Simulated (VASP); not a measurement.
# KI (F-43m) in VASP: a series of runs, part 2 of 2

VASP 6.6.1. Earlier steps stand in the parts before.

## Step 3: Single point, PBE

INCAR

```
SYSTEM = KI
PREC = Accurate ; ENCUT = 520
EDIFF = 1E-6 ; ISMEAR = 0
SIGMA = 0.01 ; LREAL = .False.
LASPH = .True. ; NELM = 60
ALGO = Normal ; ISIF = 2
LWAVE = .False. ; LCHARG = .False.
GGA = PE ; NBANDS = 15
```

KPOINTS

```
regular mesh
0
Gamma
  4 4 4
  0 0 0
```

POSCAR

```
KI
1.0
    0.0000000000      3.9658942500      3.9658942500
    3.9658942500      0.0000000000      3.9658942500
    3.9658942500      3.9658942500      0.0000000000
K I
1 1
Direct
    0.0000000000      0.0000000000      0.0000000000
    0.2500000000      0.2500000000      0.2500000000
```

Potentials or basis: VASP PAW PBE potentials, release 64 (K_sv, I).

Launch:

```console
cat potpaw_PBE.64/K_sv/POTCAR potpaw_PBE.64/I/POTCAR > POTCAR
mpirun -np 1 vasp_std > vasp.out
```

OUTCAR:

```text
SYSTEM = KI
   PREC = Accurate
   ENCUT = 520
   EDIFF = 1E-6
   ISMEAR = 0
   LREAL = .False.
   LASPH = .True.
   NELM = 60
   ISIF = 2
   GGA = PE

 ion  position               nearest neighbor table
   1  0.000  0.000  0.000-   2 3.43   2 3.43   2 3.43   2 3.43
   2  0.250  0.250  0.250-   1 3.43   1 3.43   1 3.43   1 3.43

  LATTYP: Found a face centered cubic cell.
 ALAT       =     7.9317885000

  Lattice vectors:

 A1 = (   0.0000000000,   3.9658942500,   3.9658942500)
 A2 = (   3.9658942500,   0.0000000000,   3.9658942500)
 A3 = (   3.9658942500,   3.9658942500,   0.0000000000)

Analysis of symmetry for initial positions (statically):
=====================================================================
 Subroutine PRICEL returns:
 Original cell was already a primitive cell.

 Routine SETGRP: Setting up the symmetry group for a
 face centered cubic supercell.

 Subroutine GETGRP returns: Found 24 space group operations
 (whereof 24 operations were pure point group operations)
 out of a pool of 48 trial point group operations.

The static configuration has the point symmetry T_d .

[... 157 lines left out ...]
      4     -14.1429      2.00000
      5     -12.1991      2.00000
      6      -2.1849      2.00000
      7      -2.1849      2.00000
      8      -2.1849      2.00000
      9       1.7465      0.00000
     10       5.3589      0.00000
     11       5.3589      0.00000
     12       5.9779      0.00000
     13       5.9779      0.00000
     14       5.9779      0.00000
[... 113 lines left out ...]
      2     -14.2089      2.00000
      3     -14.1526      2.00000
      4     -14.1501      2.00000
      5     -12.0700      2.00000
      6      -2.4971      2.00000
      7      -2.4285      2.00000
      8      -2.2524      2.00000
      9       3.4177      0.00000
     10       4.2895      0.00000
     11       5.2347      0.00000
     12       5.4099      0.00000
     13       6.2330      0.00000
     14       6.6042      0.00000
     15       6.9906      0.00000

------------------------ aborting loop because EDIFF is reached ----------------------------------------

  FORCE on cell =-STRESS in cart. coord.  units (eV):
  Direction    XX          YY          ZZ          XY          YZ          ZX
  --------------------------------------------------------------------------------------
  -------------------------------------------------------------------------------------
  Total        0.1484288      0.1484288      0.1484288      0.0000000      0.0000000      0.0000000
  in kB        1.9062308      1.9062308      1.9062308      0.0000000      0.0000000      0.0000000
  external PRESSURE =       1.9062308 kB  Pullay stress =       0.0000000 kB

 VOLUME and BASIS-vectors are now :
 -----------------------------------------------------------------------------
  energy-cutoff  :      520.00
  volume of cell :      124.75
      direct lattice vectors                 reciprocal lattice vectors
     0.000000000  3.965894250  3.965894250    -0.126074970  0.126074970  0.126074970
     3.965894250  0.000000000  3.965894250     0.126074970 -0.126074970  0.126074970
     3.965894250  3.965894250  0.000000000     0.126074970  0.126074970 -0.126074970

 POSITION                                       TOTAL-FORCE (eV/Angst)
 -----------------------------------------------------------------------------------
      0.00000      0.00000      0.00000        -0.000000     -0.000000     -0.000000
      1.98295      1.98295      1.98295         0.000000      0.000000      0.000000
 -----------------------------------------------------------------------------------
    total drift:                               -0.000000     -0.000000     -0.000000

  FREE ENERGIE OF THE ION-ELECTRON SYSTEM (eV)
  ---------------------------------------------------
  free  energy   TOTEN  =        -5.3859644505 eV

  energy  without entropy=       -5.3859644505  energy(sigma->0) =       -5.38596445
```

stdout:

```text
POSCAR found type information on POSCAR K I
 POSCAR found :  2 types and       2 ions
 scaLAPACK will be used
 LDA part: xc-table for (Slater+PW92), standard interpolation
 POSCAR, INCAR and KPOINTS ok, starting setup
 FFT: planning ... GRIDC
 FFT: planning ... GRID_SOFT
 FFT: planning ... GRID
 WAVECAR not read
 entering main loop
```

Run time: 12 s. Hardware: 1 thread of Intel Xeon 6975P-C (Granite Rapids), shared host; peak memory 0.25 GiB.

What came out:

| Item | Value |
| --- | --- |
| Free energy | -5.3860 eV |
| Pressure | 0.2 GPa |
| Band gap on the k mesh | 3.93 eV, direct |

Caveat: spin-orbit coupling is left out, which moves the levels of the heavy elements.

## Step 4: Single point, PBE-based screened hybrid

POSCAR is that of step 3.

INCAR.step1

```
PREC = Accurate
ENCUT = 520
EDIFF = 1E-5
ISMEAR = 0
SIGMA = 0.01
LREAL = F
LASPH = T
NELM = 60
ALGO = Normal
ISIF = 2
LWAVE = T
LCHARG = F
GGA = PE
NBANDS = 15
```

INCAR.step2

```
PREC = Accurate
ENCUT = 520
EDIFF = 1E-7
ISMEAR = 0
SIGMA = 0.01
LREAL = F
LASPH = T
NELM = 60
ALGO = Normal
ISIF = 2
LWAVE = F
LCHARG = F
GGA = PE
LHFCALC = T
AEXX = 0.1
HFSCREEN = 0.2078
PRECFOCK = Normal
ISTART = 1
NBANDS = 15
```

KPOINTS

```
Automatic mesh
0
Gamma
  4 4 4
```

Launch:

```console
cat potpaw_PBE.64/K_sv/POTCAR potpaw_PBE.64/I/POTCAR > POTCAR
cp INCAR.step1 INCAR
mpirun -np 1 vasp_std > vasp.out
cp INCAR.step2 INCAR
mpirun -np 1 vasp_std > vasp.out
```

It took 7.8 min on 1 thread of Intel Xeon 6975P-C (Granite Rapids), shared host; peak memory 0.38 GiB.

It converged, with:

```
Free energy            : -5.7071 eV
Pressure               : 0.1 GPa
Band gap on the k mesh : 4.30 eV, direct
```

Levels at points of the mesh, in eV from the valence-band top:
```csv
k point,band 4,band 5,band 6,band 7,band 8,band 9,band 10,band 11,band 12,band 13
"(0.00, 0.00, 0.00)",-12.35,-10.36,0.00,0.00,0.00,4.30,8.04,8.04,8.60,8.60
"(0.50, 0.00, 0.00)",-12.35,-10.25,-0.47,-0.01,-0.01,6.06,6.90,7.56,7.56,9.00
"(0.50, 0.50, 0.00)",-12.35,-10.22,-0.49,-0.06,-0.06,5.66,6.66,8.36,8.88,8.88
```

Caveat: the PAW data sets were made with another functional, which shifts forces and pressure a little; spin-orbit coupling is left out, which moves the levels of the heavy elements.

## Step 5: Single point, PBE

INCAR

```
PREC = Accurate
ENCUT = 520
EDIFF = 1E-6
ISMEAR = 1
SIGMA = 0.05
LREAL = False
LASPH = True
NELM = 80
ALGO = Fast
ISIF = 2
LWAVE = False
LCHARG = True
GGA = PE
LELF = True
LVHAR = True
NBANDS = 15
```

KPOINTS is that of step 4.

POSCAR is that of step 4.

Launch:

```console
cat potpaw_PBE.64/K_sv/POTCAR potpaw_PBE.64/I/POTCAR > POTCAR
mpirun -np 1 vasp_std > vasp.out
```

Run time: 30 s. Hardware: 1 thread of Intel Xeon 6975P-C (Granite Rapids), shared host; peak memory 0.25 GiB.

Results (log left out):

```
Free energy            : -5.3832 eV
Pressure               : 0.2 GPa
Band gap on the k mesh : 3.93 eV, direct
```

Levels at points of the mesh, in eV from the valence-band top:
```csv
k point,band 4,band 5,band 6,band 7,band 8,band 9,band 10,band 11,band 12,band 13
"(0.00, 0.00, 0.00)",-11.96,-10.01,0.00,0.00,0.00,3.93,7.54,7.54,8.16,8.16
"(0.50, 0.00, 0.00)",-11.96,-9.92,-0.46,-0.01,-0.01,5.66,6.50,7.12,7.12,8.46
"(0.50, 0.50, 0.00)",-11.97,-9.89,-0.48,-0.06,-0.06,5.29,6.25,7.91,8.36,8.36
```

Caveat: spin-orbit coupling is left out, which moves the levels of the heavy elements. PBE gaps usually lie below the measured ones, often by a third to a half.

## Step 6: The runs side by side

| level | smearing | exchange at q = 0 | grid for exact exchange (PRECFOCK) | screening parameter | share of exact exchange | gap on the mesh (eV) | pressure (GPa) |
| --- | --- | --- | --- | --- | --- | --- | --- |
| HSE06 | gaussian 0.01 eV | truncated | Normal | 0.2079 1/A | - | 4.88 | 0.1 |
| PBE | gaussian 0.01 eV | - | - | - | - | 3.93 | 0.2 |
| PBE-based screened hybrid | gaussian 0.01 eV | truncated | Normal | 0.2078 | 0.1 | 4.30 | 0.1 |
| PBE | methfessel-paxton 0.05 eV | - | - | - | - | 3.93 | 0.2 |

Alike in all rows: task single point; potentials or basis VASP PAW PBE potentials, release 64 (K_sv, I); no spin polarisation; cell as given; k mesh 4 × 4 × 4; cutoff (eV) 520.

On the cell as given the gap runs from 3.93 eV (PBE) to 4.88 eV (HSE06).

Caveats: spin-orbit coupling is left out, which moves the levels of the heavy elements; the PAW data sets were made with another functional, which shifts forces and pressure a little (some runs).

Absolute energies hang on the potentials; compare differences alone.
